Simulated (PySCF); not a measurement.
Isomers of C4H8 and their computed core-level spectra.

Computed with PySCF 2.14.0, delta-SCF UKS SCAN, pcX-2 on the ionised atom, pcseg-1 elsewhere, spin-free X2C. Geometries: PBE0-D3(BJ)/def2-SVP; isolated species, one conformer each.

Line lists (1s up to Mg, 2p3/2 beyond; areas count atoms within a level, one atom standing for each set equivalent by bonding):
1. C 1s: 290.41 eV
2. C 1s: 290.10 (area 1), 290.48 (area 1), 290.60 (area 1), 290.76 (area 1) eV
3. C 1s: 290.11 (area 2), 290.68 (area 2) eV

Structures:
A. `C1CCC1`
B. `C/C=C\C`
C. `C=CCC`

Question: Which list belongs to which compound?

Answer: 
- 1 = A: no other candidate has these counts of sites. C 1s: 290.41 four-membered-ring carbon (×4).
- 2 = C: no other candidate has these counts of sites. C 1s: 290.10 terminal =CH2 carbon, 290.48 alkene CH carbon, 290.60 methyl carbon, 290.76 allylic carbon.
- 3 = B: no other candidate has these counts of sites. C 1s: 290.11 alkene CH carbon (×2), 290.68 allylic carbon (×2).
